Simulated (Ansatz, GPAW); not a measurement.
# A Pb chain with CO on top of one atom: relaxation, then transmission at several levels

Aim: the conductance of a Pb chain with CO on top of one atom after relaxation, and whether geometry, basis or functional moves it most.

Program: GPAW 26.7.0 and Ansatz 0.2.0. Level of theory: Ansatz plane waves; relaxation of the junction with the lead ends held; PAW set soft_1, in the first sound run; inputs show where later runs differ. Results are calculated unless marked as measured.

## Step 1: Set-up

The cell holds 15 atoms: 13 Pb, 1 C and 1 O. Its edges and angles: a = 9.000 Å, b = 9.000 Å, c = 37.700 Å, α = 90.0°, β = 90.0°, γ = 90.0°. Regions: left lead, 6 atoms (6 Pb); channel, 3 atoms (1 Pb, 1 C and 1 O); right lead, 6 atoms (6 Pb). Vacuum lies along a and b. The structure is stacked along c, and the current runs across the ab planes.

Structure file:

```cif
data_structure
_symmetry_space_group_name_H-M 'P 1'
_symmetry_Int_Tables_number 1
_cell_length_a 9.0000
_cell_length_b 9.0000
_cell_length_c 37.7000
_cell_angle_alpha 90.000
_cell_angle_beta 90.000
_cell_angle_gamma 90.000
_cell_volume 3053.70
loop_
_atom_site_label
_atom_site_type_symbol
_atom_site_fract_x
_atom_site_fract_y
_atom_site_fract_z
_atom_site_occupancy
Pb1 Pb 0.50000 0.50000 0.03846 1
Pb2 Pb 0.50000 0.50000 0.11538 1
Pb3 Pb 0.50000 0.50000 0.19231 1
Pb4 Pb 0.50000 0.50000 0.26923 1
Pb5 Pb 0.49523 0.49688 0.34647 1
Pb6 Pb 0.49825 0.50175 0.42372 1
Pb7 Pb 0.49519 0.50339 0.49953 1
C8 C 0.72589 0.50243 0.49957 1
O9 O 0.84847 0.50072 0.50026 1
Pb10 Pb 0.50464 0.50178 0.57824 1
Pb11 Pb 0.50211 0.49941 0.65263 1
Pb12 Pb 0.50000 0.50000 0.73077 1
Pb13 Pb 0.50000 0.50000 0.80769 1
Pb14 Pb 0.50000 0.50000 0.88462 1
Pb15 Pb 0.50000 0.50000 0.96154 1
```

## Step 2: Relaxing the atoms

Transmission follows bond lengths closely, so the atoms between the held lead ends are relaxed first, from a slightly shaken start that lets symmetry break.

File input.yaml:

```yaml
crystal:
  lattice:
    - [9.0, 0.0, 0.0]
    - [0.0, 9.0, 0.0]
    - [0.0, 0.0, 37.7]
  atoms:
    - { symbol: Pb, position: [0.5, 0.5, 0.0384615385] }
    - { symbol: Pb, position: [0.5, 0.5, 0.1153846154] }
    - { symbol: Pb, position: [0.5, 0.5, 0.1923076923] }
    - { symbol: Pb, position: [0.5, 0.5, 0.2692307692] }
    - { symbol: Pb, position: [0.4952304233, 0.4968781743, 0.346467325] }
    - { symbol: Pb, position: [0.4982530446, 0.501752054, 0.4237193557] }
    - { symbol: Pb, position: [0.4951882287, 0.5033902126, 0.499526009] }
    - { symbol: C, position: [0.7258913943, 0.5024289631, 0.4995710959] }
    - { symbol: O, position: [0.848471626, 0.5007165931, 0.500262216] }
    - { symbol: Pb, position: [0.5046442016, 0.5017761467, 0.5782445392] }
    - { symbol: Pb, position: [0.502114067, 0.4994075297, 0.6526330972] }
    - { symbol: Pb, position: [0.5, 0.5, 0.7307692308] }
    - { symbol: Pb, position: [0.5, 0.5, 0.8076923077] }
    - { symbol: Pb, position: [0.5, 0.5, 0.8846153846] }
    - { symbol: Pb, position: [0.5, 0.5, 0.9615384615] }
kpoints:
  mp_grid: { grid: [1, 1, 2] }
hamiltonian:
  xc: pbe
  pseudopotentials: { kind: paw, azcp: { folder: soft_1 } }
scf:
  occupations: { method: fermi_dirac, width: 0.1 }
relax:
  f_tol: 0.03
  max_steps: 80
  constraints: [{ sites: [0, 1, 2, 3, 11, 12, 13, 14] }]
```

Command:

```sh
$ ansatz run input.yaml --threads 4 --pin off --max-ram 8192MiB --backend cpu --events-out ev --progress --plain --runs-dir out
```

Numbers of over 12 decimals in the logs are rounded to 6 here.

The log of the run:

```text
Engine: ansatz 0.2.0, x86_64-unknown-linux-gnu
Pseudopotentials: kind: paw
Pseudopotential: Pb, paw, valence charge 14, recommended cutoff 420 eV (normal), soft_1/Pb.paw.azcp
Pseudopotential: C, paw, valence charge 4, recommended cutoff 420 eV (normal), soft_1/C.paw.azcp
Pseudopotential: O, paw, valence charge 6, recommended cutoff 420 eV (normal), soft_1/O.paw.azcp
Functional definition: PBE
  parameter kappa = 0.804
  parameter beta = 0.066725
  exchange = pbe_x(kappa = kappa, mu = beta*pi^2/3)
  correlation = pbe_c(beta = beta)
Crystal: 15 atoms, lattice volume = 3053.700 Å³
Basis set: ecut = 420 eV, 59633 PW (Γ), exchange–correlation on 128×128×512 points (8 copies of the dense FFT grid, shifted against one another)
Bands: 116, of which v1, the nominal top of the filled ones, is band 96 counted from 1 (95 counted from 0)
Symmetry: 1 space group operations
Space group: P1 (ITA 1), of the structure as read, at distance tolerance 1.5e-4 Å
k-points: 2
Non-local potential: Pb, projectors of the file, l = 0: 2, l = 1: 2, l = 2: 2, l = 3: 1
Non-local potential: C, projectors of the file, l = 0: 2, l = 1: 2, l = 2: 1
Non-local potential: O, projectors of the file, l = 0: 2, l = 1: 2, l = 2: 1
PAW form: soft (Blöchl's): semilocal exchange-correlation on the pseudo side does not see the compensation charge
PAW one-centre angular grid: Pb, 590 points (default); XC on 64 Gauss nodes
PAW one-centre angular grid: C, 110 points (default); XC on 64 Gauss nodes
PAW one-centre angular grid: O, 110 points (default); XC on 64 Gauss nodes
Initial density: superposition of atomic densities (neutral atoms: chi_scale 0, normalization atom)
Initial wavefunctions: pseudopotential atomic-orbital guess
Functional: x = pbe(κ = 0.804, μ = 0.219515), c = pbe(β = 0.066725)
SCF iter   1: F=—  HF=-155616.739875 eV  |F-HF|=—  |Δ(HF+E_count)|=         —  Δρ=1.64e-2  dr2=1.51e1  ethr=3.10e-3  ⟨swp⟩=8.0  Hψ=1088  notcnv=0
preconditioner: auto → LDOS  [metal: Δε(μ)=0.187 eV  Ē_g=3.550 eV  σ=0.100 eV  W_gap=0.43  n_scr=288 (ndim 8)  ℏωp=3.9 eV  f_vac=0.680  D(μ)=16.59/eV (n_scr^D=50)  β→1.0]
SCF iter   2: F=—  HF=-155614.408930 eV  |F-HF|=—  |Δ(HF+E_count)|=    2.33e0  Δρ=4.78e-3  dr2=7.72e-1  ethr=3.10e-3  ⟨swp⟩=4.0  Hψ=534  notcnv=0
SCF iter   3: F=—  HF=-155614.653893 eV  |F-HF|=—  |Δ(HF+E_count)|=   2.45e-1  Δρ=1.26e-3  dr2=9.44e-2  ethr=4.02e-4  ⟨swp⟩=4.0  Hψ=489  notcnv=0
SCF iter   4: F=—  HF=-155614.654340 eV  |F-HF|=—  |Δ(HF+E_count)|=   4.48e-4  Δρ=4.73e-4  dr2=1.20e-2  ethr=4.92e-5  ⟨swp⟩=2.0  Hψ=498  notcnv=0
SCF iter   5: F=—  HF=-155614.653558 eV  |F-HF|=—  |Δ(HF+E_count)|=   7.82e-4  Δρ=1.40e-4  dr2=1.15e-3  ethr=6.27e-6  ⟨swp⟩=2.0  Hψ=423  notcnv=0
SCF iter   6: F=—  HF=-155614.653796 eV  |F-HF|=—  |Δ(HF+E_count)|=   2.38e-4  Δρ=6.29e-5  dr2=1.93e-4  ethr=5.98e-7  ⟨swp⟩=2.5  Hψ=425  notcnv=0
SCF iter   7: F=-155614.653821 eV  HF=-155614.653828 eV  |F-HF|=6.38e-6  |Δ(HF+E_count)|=   3.15e-5  Δρ=1.41e-5  dr2=1.70e-5  ethr=1.17e-8  ⟨swp⟩=4.0  Hψ=1097  notcnv=0
SCF 1 converged in 7 iterations: F = -155614.653821 eV  dr2 = 1.70e-5
  greatest PAW one-centre occupation: 0.979 electrons in one spin orbital (limit 2), on the Pb atom at site 11 (counted from 0), in its partial waves of l = 2
relax step   1: F+E_penalty+E_count = -155614.65382132 eV  Δ(F+E_penalty+E_count) = +0.000e0 eV  max|allowed force component| = 6.671e0 eV/Å  Δτ_max = 0.0000 Å  (7 SCF iters, dr2 threshold 2.25e-5 eV, accepted)
Initial density: handed on by an earlier stage of this run
Initial wavefunctions: those handed on with the density
iter 1 solved again at ethr=2.87e-4 eV; its pass at ethr=3.10e-3 eV (dr2=5.50e-1 eV) is discarded
SCF iter   1: F=—  HF=-155615.353667 eV  |F-HF|=—  |Δ(HF+E_count)|=         —  Δρ=2.75e-3  dr2=5.41e-1  ethr=2.87e-4  ⟨swp⟩=1.0  Hψ=1032  notcnv=0
preconditioner: auto → LDOS  [metal: Δε(μ)=0.041 eV  Ē_g=4.622 eV  σ=0.100 eV  W_gap=0.10  n_scr=288 (ndim 8)  ℏωp=4.4 eV  f_vac=0.697  D(μ)=14.92/eV (n_scr^D=38)  β→1.0]
SCF iter   2: F=—  HF=-155615.294462 eV  |F-HF|=—  |Δ(HF+E_count)|=   5.92e-2  Δρ=1.19e-3  dr2=6.93e-2  ethr=2.82e-4  ⟨swp⟩=4.0  Hψ=619  notcnv=0
SCF iter   3: F=—  HF=-155615.282120 eV  |F-HF|=—  |Δ(HF+E_count)|=   1.23e-2  Δρ=2.50e-4  dr2=2.68e-3  ethr=3.61e-5  ⟨swp⟩=2.0  Hψ=471  notcnv=0
SCF iter   4: F=—  HF=-155615.281905 eV  |F-HF|=—  |Δ(HF+E_count)|=   2.15e-4  Δρ=6.30e-5  dr2=2.28e-4  ethr=1.39e-6  ⟨swp⟩=2.0  Hψ=420  notcnv=0
SCF iter   5: F=-155615.281912 eV  HF=-155615.281951 eV  |F-HF|=3.86e-5  |Δ(HF+E_count)|=   4.56e-5  Δρ=2.74e-5  dr2=6.43e-5  ethr=5.21e-8  ⟨swp⟩=3.0  Hψ=914  notcnv=0
SCF 2 converged in 5 iterations: F = -155615.281912 eV  dr2 = 6.43e-5
  greatest PAW one-centre occupation: 0.979 electrons in one spin orbital (limit 2), on the Pb atom at site 6 (counted from 0), in its partial waves of l = 2
relax step   2: F+E_penalty+E_count = -155615.28191225 eV  Δ(F+E_penalty+E_count) = -6.281e-1 eV  max|allowed force component| = 7.219e-1 eV/Å  Δτ_max = 0.1903 Å  (5 SCF iters, dr2 threshold 1.00e-4 eV, accepted)
iter 1 solved again at ethr=6.70e-5 eV; its pass at ethr=3.10e-3 eV (dr2=1.29e-1 eV) is discarded
SCF iter   1: F=—  HF=-155615.397926 eV  |F-HF|=—  |Δ(HF+E_count)|=         —  Δρ=3.23e-3  dr2=1.29e-1  ethr=6.70e-5  ⟨swp⟩=2.0  Hψ=995  notcnv=0
preconditioner: auto → LDOS  [metal: Δε(μ)=0.039 eV  Ē_g=4.609 eV  σ=0.100 eV  W_gap=0.10  n_scr=288 (ndim 8)  ℏωp=4.4 eV  f_vac=0.696  D(μ)=15.17/eV (n_scr^D=38)  β→1.0]
SCF iter   2: F=—  HF=-155615.388847 eV  |F-HF|=—  |Δ(HF+E_count)|=   9.08e-3  Δρ=8.49e-4  dr2=2.16e-2  ethr=6.70e-5  ⟨swp⟩=2.0  Hψ=455  notcnv=0
SCF iter   3: F=—  HF=-155615.386408 eV  |F-HF|=—  |Δ(HF+E_count)|=   2.44e-3  Δρ=3.78e-4  dr2=4.12e-3  ethr=1.12e-5  ⟨swp⟩=3.0  Hψ=425  notcnv=0
SCF iter   4: F=—  HF=-155615.385687 eV  |F-HF|=—  |Δ(HF+E_count)|=   7.21e-4  Δρ=8.84e-5  dr2=2.23e-4  ethr=2.14e-6  ⟨swp⟩=2.0  Hψ=398  notcnv=0
SCF iter   5: F=-155615.385671 eV  HF=-155615.385680 eV  |F-HF|=8.96e-6  |Δ(HF+E_count)|=   6.41e-6  Δρ=1.81e-5  dr2=1.59e-5  ethr=1.70e-8  ⟨swp⟩=4.0  Hψ=953  notcnv=0
SCF 3 converged in 5 iterations: F = -155615.385671 eV  dr2 = 1.59e-5
  greatest PAW one-centre occupation: 0.980 electrons in one spin orbital (limit 2), on the Pb atom at site 6 (counted from 0), in its partial waves of l = 2
relax step   3: F+E_penalty+E_count = -155615.38567120 eV  Δ(F+E_penalty+E_count) = -1.038e-1 eV  max|allowed force component| = 4.319e-1 eV/Å  Δτ_max = 0.1932 Å  (5 SCF iters, dr2 threshold 3.26e-5 eV, accepted)
[... from here on, the SCF cycles and remarks between the steps are left out ...]
relax step   4: F+E_penalty+E_count = -155615.47538101 eV  Δ(F+E_penalty+E_count) = -8.971e-2 eV  max|allowed force component| = 3.605e-1 eV/Å  Δτ_max = 0.2000 Å  (6 SCF iters, dr2 threshold 1.17e-5 eV, accepted)
relax step   5: F+E_penalty+E_count = -155615.53971561 eV  Δ(F+E_penalty+E_count) = -6.433e-2 eV  max|allowed force component| = 2.524e-1 eV/Å  Δτ_max = 0.1948 Å  (5 SCF iters, dr2 threshold 4.65e-5 eV, accepted)
relax step   6: F+E_penalty+E_count = -155615.56496191 eV  Δ(F+E_penalty+E_count) = -2.525e-2 eV  max|allowed force component| = 1.242e-1 eV/Å  Δτ_max = 0.1950 Å  (5 SCF iters, dr2 threshold 3.12e-5 eV, accepted)
relax step   7: F+E_penalty+E_count = -155615.58708957 eV  Δ(F+E_penalty+E_count) = -2.213e-2 eV  max|allowed force component| = 9.611e-2 eV/Å  Δτ_max = 0.1903 Å  (6 SCF iters, dr2 threshold 3.74e-6 eV, accepted)
relax step   8: F+E_penalty+E_count = -155615.60787618 eV  Δ(F+E_penalty+E_count) = -2.079e-2 eV  max|allowed force component| = 1.529e-1 eV/Å  Δτ_max = 0.1950 Å  (6 SCF iters, dr2 threshold 2.24e-6 eV, accepted)
relax step   9: F+E_penalty+E_count = -155615.61996829 eV  Δ(F+E_penalty+E_count) = -1.209e-2 eV  max|allowed force component| = 1.914e-1 eV/Å  Δτ_max = 0.1951 Å  (6 SCF iters, dr2 threshold 1.40e-5 eV, accepted)
relax step  10: F+E_penalty+E_count = -155615.62516852 eV  Δ(F+E_penalty+E_count) = -5.200e-3 eV  max|allowed force component| = 3.183e-1 eV/Å  Δτ_max = 0.1503 Å  (5 SCF iters, dr2 threshold 3.66e-5 eV, accepted)
relax step  11: F+E_penalty+E_count = -155615.62916271 eV  Δ(F+E_penalty+E_count) = -3.994e-3 eV  max|allowed force component| = 3.111e-1 eV/Å  Δτ_max = 0.1445 Å  (4 SCF iters, dr2 threshold 1.00e-4 eV, accepted)
relax step  12: F+E_penalty+E_count = -155615.63157008 eV  Δ(F+E_penalty+E_count) = -2.407e-3 eV  max|allowed force component| = 4.689e-1 eV/Å  Δτ_max = 0.1953 Å  (5 SCF iters, dr2 threshold 9.24e-5 eV, accepted)
relax step  13: F+E_penalty+E_count = -155615.63470841 eV  Δ(F+E_penalty+E_count) = -3.138e-3 eV  max|allowed force component| = 1.867e-1 eV/Å  Δτ_max = 0.0860 Å  (4 SCF iters, dr2 threshold 1.00e-4 eV, accepted)
relax step  14: F+E_penalty+E_count = -155615.63745057 eV  Δ(F+E_penalty+E_count) = -2.742e-3 eV  max|allowed force component| = 4.867e-2 eV/Å  Δτ_max = 0.1775 Å  (6 SCF iters, dr2 threshold 5.52e-6 eV, accepted)
relax step  15: F+E_penalty+E_count = -155615.63953602 eV  Δ(F+E_penalty+E_count) = -2.085e-3 eV  max|allowed force component| = 1.312e-1 eV/Å  Δτ_max = 0.1950 Å  (7 SCF iters, accepted)
relax step  16: F+E_penalty+E_count = -155615.64099712 eV  Δ(F+E_penalty+E_count) = -1.461e-3 eV  max|allowed force component| = 1.634e-1 eV/Å  Δτ_max = 0.1953 Å  (6 SCF iters, dr2 threshold 1.17e-6 eV, accepted)
relax step  17: F+E_penalty+E_count = -155615.64164793 eV  Δ(F+E_penalty+E_count) = -6.508e-4 eV  max|allowed force component| = 2.719e-1 eV/Å  Δτ_max = 0.1947 Å  (5 SCF iters, dr2 threshold 2.67e-5 eV, accepted)
relax step  18: F+E_penalty+E_count = -155615.64199236 eV  Δ(F+E_penalty+E_count) = -3.444e-4 eV  max|allowed force component| = 1.835e-1 eV/Å  Δτ_max = 0.0122 Å  (2 SCF iters, dr2 threshold 7.39e-5 eV, accepted)
relax step  19: F+E_penalty+E_count = -155615.64240691 eV  Δ(F+E_penalty+E_count) = -4.146e-4 eV  max|allowed force component| = 2.476e-2 eV/Å  Δτ_max = 0.0242 Å  (4 SCF iters, dr2 threshold 1.53e-5 eV, accepted)
relax step  20: F+E_penalty+E_count = -155615.64240819 eV  Δ(F+E_penalty+E_count) = -1.281e-6 eV  max|allowed force component| = 2.457e-2 eV/Å  Δτ_max = 0.0000 Å  (4 SCF iters, accepted)
relax step  21: F+E_penalty+E_count = -155615.64276438 eV  Δ(F+E_penalty+E_count) = -3.562e-4 eV  max|allowed force component| = 1.740e-2 eV/Å  Δτ_max = 0.1053 Å  (7 SCF iters, accepted)
relax step  22: F+E_penalty+E_count = -155615.64292463 eV  Δ(F+E_penalty+E_count) = -1.603e-4 eV  max|allowed force component| = 1.143e-1 eV/Å  Δτ_max = 0.1828 Å  (7 SCF iters, accepted)
relax step  23: F+E_penalty+E_count = -155615.64304636 eV  Δ(F+E_penalty+E_count) = -1.217e-4 eV  max|allowed force component| = 2.874e-2 eV/Å  Δτ_max = 0.0438 Å  (4 SCF iters, dr2 threshold 6.55e-6 eV, accepted)
iter 1 solved again at ethr=9.73e-10 eV; its pass at ethr=3.10e-3 eV (dr2=1.87e-6 eV) is discarded
SCF iter   1: F=—  HF=-155615.643038 eV  |F-HF|=—  |Δ(HF+E_count)|=         —  Δρ=7.64e-6  dr2=1.87e-6  ethr=9.73e-10  ⟨swp⟩=1.5  Hψ=555  notcnv=0
preconditioner: auto → LDOS  [metal: Δε(μ)=0.042 eV  Ē_g=4.541 eV  σ=0.100 eV  W_gap=0.10  n_scr=288 (ndim 8)  ℏωp=4.4 eV  f_vac=0.693  D(μ)=16.75/eV (n_scr^D=50)  β→1.0]
SCF iter   2: F=—  HF=-155615.643047 eV  |F-HF|=—  |Δ(HF+E_count)|=   9.01e-6  Δρ=5.15e-6  dr2=1.31e-6  ethr=9.73e-10  ⟨swp⟩=3.0  Hψ=429  notcnv=0
SCF iter   3: F=-155615.643047 eV  HF=-155615.643047 eV  |F-HF|=1.02e-8  |Δ(HF+E_count)|=   3.74e-7  Δρ=1.01e-6  dr2=4.89e-8  ethr=5.21e-11  ⟨swp⟩=4.0  Hψ=1053  notcnv=0
SCF 24 converged in 3 iterations: F = -155615.643047 eV  dr2 = 4.89e-8
relax step  24: F+E_penalty+E_count = -155615.64304713 eV  Δ(F+E_penalty+E_count) = -7.705e-7 eV  max|allowed force component| = 2.856e-2 eV/Å  Δτ_max = 0.0000 Å  (3 SCF iters, accepted)
SCF converged after 3 iterations
Free energy (F): -155615.643047 eV
Harris-Foulkes:  -155615.643047 eV  (|F-HF|=1.02e-8)
Internal energy: -155615.084240 eV  (E = F + TS)
E sigma→0 (E₀):  -155615.363644 eV
Entropy (-TS):   -0.558807 eV (-37.254 meV/atom)
Fermi energy:    -2.050101 eV
--- Per-component energies (eV) ---
  E_band       = -2934.901084
  E_kinetic    = 4043.900298
  E_local      = -38222.623145  (includes V_loc(G=0)·N_el)
  E_nonlocal   = 4046.421918
  E_hartree    = 16334.816596
  E_xc         = -2765.545700
  E_vxc        = -1903.966822  (∫ρ·V_xc dr)
  E_paw        = -135380.574165  (= ΣΔE_a)
  E_vpaw       = -3568.272474  (= ΣTr[D̂ρ^β])
  E_aug_tail   = 0.000684  (compensation charges beyond the density's cutoff)
  E_ewald      = -3671.480727
  E_smearing   = -0.558807  (= −TS)
  E_closure    = 0.000000  (closes the sum)
  Σ components = -155615.643047   (vs F -155615.643047, Δ=0.00e0)
--- Forces (eV/Å), atoms counted from 1 ---
  atom   1  Pb    -0.01277514    -0.01215468    -0.05456467
  atom   2  Pb    -0.00230681    -0.00075272    -0.00605529
  atom   3  Pb    -0.01839684    -0.01738115    -0.00251634
  atom   4  Pb     0.03392651     0.03004315     0.49087459
  atom   5  Pb    -0.00017832    -0.00002927    -0.00237744
  atom   6  Pb     0.00048471     0.00026655     0.00474184
  atom   7  Pb     0.00645706     0.00461624    -0.00017673
  atom   8  C      0.02054268     0.00735548    -0.00063487
  atom   9  O     -0.02855738    -0.01201918     0.00049276
  atom  10  Pb    -0.00001140    -0.00015370    -0.00210016
  atom  11  Pb    -0.00020278     0.00072985     0.00096390
  atom  12  Pb     0.03311072     0.03029796    -0.49167677
  atom  13  Pb    -0.01776303    -0.01749406     0.00199652
  atom  14  Pb    -0.00213241    -0.00077985     0.00723501
  atom  15  Pb    -0.01220911    -0.01247777     0.05379401
  max |Σ_I F_I| component: 6.69e-5 eV/Å
--- Relaxed structure (24 steps of the walk, 24 accepted, 0 SCFs on fresh bases) ---
  F+E_penalty+E_count = -155615.64304713 eV   max|allowed force component| = 2.856e-2 eV/Å
  atoms:
    - { symbol: Pb, position: [0.5, 0.5, 0.0384615385] }
    - { symbol: Pb, position: [0.5, 0.5, 0.1153846154] }
    - { symbol: Pb, position: [0.5, 0.5, 0.1923076923] }
    - { symbol: Pb, position: [0.5, 0.5, 0.2692307692] }
    - { symbol: Pb, position: [0.424282, 0.433709, 0.345014] }
    - { symbol: Pb, position: [0.534196, 0.512313, 0.417954] }
    - { symbol: Pb, position: [0.445421, 0.458587, 0.499930] }
    - { symbol: C, position: [0.671234, 0.591696, 0.499940] }
    - { symbol: O, position: [0.781834, 0.657045, 0.499926] }
    - { symbol: Pb, position: [0.534364, 0.512291, 0.581887] }
    - { symbol: Pb, position: [0.425894, 0.432863, 0.654925] }
    - { symbol: Pb, position: [0.5, 0.5, 0.7307692308] }
    - { symbol: Pb, position: [0.5, 0.5, 0.8076923077] }
    - { symbol: Pb, position: [0.5, 0.5, 0.884615] }
    - { symbol: Pb, position: [0.5, 0.5, 0.9615384615] }
```

The job ended after 3 min (4 threads of AMD EPYC 7R13 (Zen 3), shared host; peak memory 3.6 GiB; 11 min of CPU time).

Step by step (22 of 24):

```
step  energy less that of the first step (eV)  largest force component (eV/Å)
   1                                   0.0000                          6.6707
   2                                  -0.6281                          0.7219
   3                                  -0.7318                          0.4319
   4                                  -0.8216                          0.3605
   5                                  -0.8859                          0.2524
   6                                  -0.9111                          0.1242
   8                                  -0.9541                          0.1529
   9                                  -0.9661                          0.1914
  10                                  -0.9713                          0.3183
  11                                  -0.9753                          0.3111
  12                                  -0.9777                          0.4689
  13                                  -0.9809                          0.1867
  14                                  -0.9836                          0.0487
  15                                  -0.9857                          0.1312
  16                                  -0.9872                          0.1634
  17                                  -0.9878                          0.2719
  19                                  -0.9886                          0.0248
  20                                  -0.9886                          0.0246
  21                                  -0.9889                          0.0174
  22                                  -0.9891                          0.1143
  23                                  -0.9892                          0.0287
  24                                  -0.9892                          0.0286
```

The atoms that moved most (Å):

```
atom      dx      dy      dz  length
  O9  -0.600   1.407  -0.013   1.529
  C8  -0.492   0.803   0.014   0.942
Pb11  -0.686  -0.599   0.086   0.915
 Pb5  -0.639  -0.569  -0.055   0.857
 Pb7  -0.448  -0.403   0.015   0.603
 Pb6   0.323   0.095  -0.217   0.401
Pb10   0.267   0.095   0.137   0.315
```

Numbers from this step:

| Quantity | Value |
| --- | --- |
| free energy | -155615.6430 eV |
| smearing term TS | 0.5588 eV |
| symmetry operations | 1 |

The relaxation lowered the energy of the cell by 0.989 eV.

(Part 1 of 4 ends here.)

[Logs are printed without paths, hosts, clocks, repeated set-up lines and the standing remarks that a program may print on its own settings, such as how far it seeks lower states.]

[Hosts, paths, dates, database ids (printed as entryN), source tags and the programs' standing remarks are cut or masked in the printed files.]
